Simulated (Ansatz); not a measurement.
# CuO under changes of volume

One of the cells (11.053 Å³/atom); the others are scaled copies at fixed shape and fractional positions:

```
CELL_PARAMETERS angstrom
1.99097 -2.15355 0.00000
1.99097 2.15355 0.00000
0.00000 0.00000 5.15593
ATOMIC_POSITIONS crystal
Cu 0.50000 0.00000 0.00000
Cu 0.00000 0.50000 0.50000
O 0.50000 0.50000 0.25000
O 0.50000 0.50000 0.75000
```

Measurements of this composition are mostly on another form, of space group No. 15.

```yaml
Program: Ansatz 0.2.0
Functional: r2SCAN
Potentials_or_basis: Ansatz PAW
Cutoff: "500 eV (not typed: the program's choice for these potentials)"
k_mesh: 9 × 9 × 5
Occupations: fermi-dirac, width 0.05 eV
Spin: no spin polarisation
```

```csv
volume (Å³/atom),energy over the lowest point (meV/atom),pressure (GPa)
10.390,5.57,6.0
10.611,0.14,2.0
10.832,0.00,-1.7
11.053,4.58,-4.9
11.274,?,?
11.496,25.85,-10.3
11.717,41.68,-12.6
```

Q: What does the run at 11.274 Å³/atom give?

A: Energy over the lowest point 13.34 meV/atom; pressure -7.7 GPa.

Worked out: A Birch-Murnaghan fit of order 3 (a polynomial in V^(-2/3)) to the other rows has its minimum at 10.73 Å³/atom with B0 = V·E''(V) = 175 GPa and B' = 4.6 at fixed shape and positions, which overstates the stiffness. It gives 13.32 meV/atom at 11.274 Å³/atom, against the run's 13.34, and -dE/dV = -7.7 GPa, against -7.7.

Energies are extrapolated to zero smearing.

Caveats: the run has no spin polarisation, though such a crystal can be magnetic; the PAW data sets come from PBE, with cores solved anew for the run's functional, which leaves a small shift of forces and pressure.
